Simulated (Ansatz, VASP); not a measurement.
# Si in VASP and in Ansatz

Contents of INCAR:

```
SYSTEM = Si
  PREC = Accurate
  ENCUT = 600
  EDIFF = 1E-6
  ISMEAR = 0
  SIGMA = 0.1
  LREAL = .False.
  LASPH = .True.
  NELM = 60
  ALGO = Normal
  ISIF = 3
  LWAVE = .False.
  LCHARG = .False.
  GGA = PE
  IBRION = 2
  NSW = 90
  EDIFFG = -0.04
```

The input KPOINTS:

```
regular mesh
0
Gamma
  9 9 6
  0 0 0
```

File POSCAR:

```
Si
1.0
    2.5819714708      0.0000000000      0.0000000000
   -1.2909857354      2.2360528855      0.0000000000
    0.0000000000      0.0000000000      2.6273763548
Si
1
Direct
    0.0000000000      0.0000000000      0.5000000000
```

Input for Ansatz:

```yaml
crystal:
  lattice:
    - [2.5819714708, 0.0, 0.0]
    - [-1.2909857354, 2.2360528855, 0.0]
    - [0.0, 0.0, 2.6273763548]
  atoms:
    - { symbol: Si, position: [0.0, 0.0, 0.5] }
basis:
  ecutwfc: 420
kpoints:
  mp_grid: { grid: [9, 9, 6] }
hamiltonian:
  xc: pbe
scf:
  occupations: { method: gaussian, width: 0.1 }
  lower_state_search: "off"
output:
  forces: true
  stress: true
  eigenvalues: true
relax:
  adjacent_minimum: "off"
  f_tol: 0.04
  max_steps: 70
  cell: { stress_tol: 0.4 }
```

Alike in both runs: task relaxation of cell and atoms; functional PBE; k mesh 9 × 9 × 6; occupations gaussian, width 0.1 eV; no spin polarisation.

```csv
,VASP,Ansatz
version,VASP 6.6.1,Ansatz 0.2.0
potentials or method,"VASP PAW PBE potentials, release 64 (Si)","scalar-relativistic, plane waves, PAW"
plane-wave cutoff (eV),600,420
valence electrons in the cell,4,4
```

```csv
,VASP,Ansatz,Ansatz less VASP
"gap on the k mesh at the Fermi level, each at its own relaxed structure (eV)",none,none,-
relaxed volume (Å³/atom),15.02,15.02,0.000
relaxed cell length with the largest relative difference (Å),2.447,2.449,+0.0021
energy change over the relaxation (meV/atom),-93,-93,0.0
```

A gap of «none» marks a metal or a gap that the smearing closes.

Caveats: the k mesh is coarse (spacing up to 0.40 Å⁻¹), so the values aren't converged.
